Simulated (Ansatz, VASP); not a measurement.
# One calculation of BeSe, two programs

```
Be Se
1.0
     0.00000    2.53500    2.53500
     2.53500    0.00000    2.53500
     2.53500    2.53500    0.00000
Be Se
1 1
Direct
  0.00000 0.00000 0.00000
  0.75000 0.75000 0.75000
```

Alike in both runs: task single point; functional r2SCAN; k mesh 6 × 6 × 6; occupations gaussian, width 0.1 eV; no spin polarisation.

|  | VASP | Ansatz |
| --- | --- | --- |
| version | VASP 6.6.1 | Ansatz 0.2.0 |
| potentials or method | VASP PAW PBE potentials, release 64 (Be, Se) | scalar-relativistic, plane waves, PAW |
| plane-wave cutoff (eV) | 520 | 500 |
| valence electrons in the cell | 8 | 18 |

|  | VASP | Ansatz | Ansatz less VASP |
| --- | --- | --- | --- |
| gap on the k mesh at the Fermi level (eV) | 3.00 | 3.00 | +0.004 |
| least direct gap on the mesh (eV) | 5.48 | 5.47 | -0.004 |
| pressure (GPa) | 5.2 | 4.8 | -0.34 |

The two sets of potentials don't hold the same shells in valence.

Caveats: the PAW data sets were made with another functional, which shifts forces and pressure a little (VASP). A k mesh can miss the band edges. r2SCAN opens gaps a little over a GGA but as a rule still falls short of measured ones.
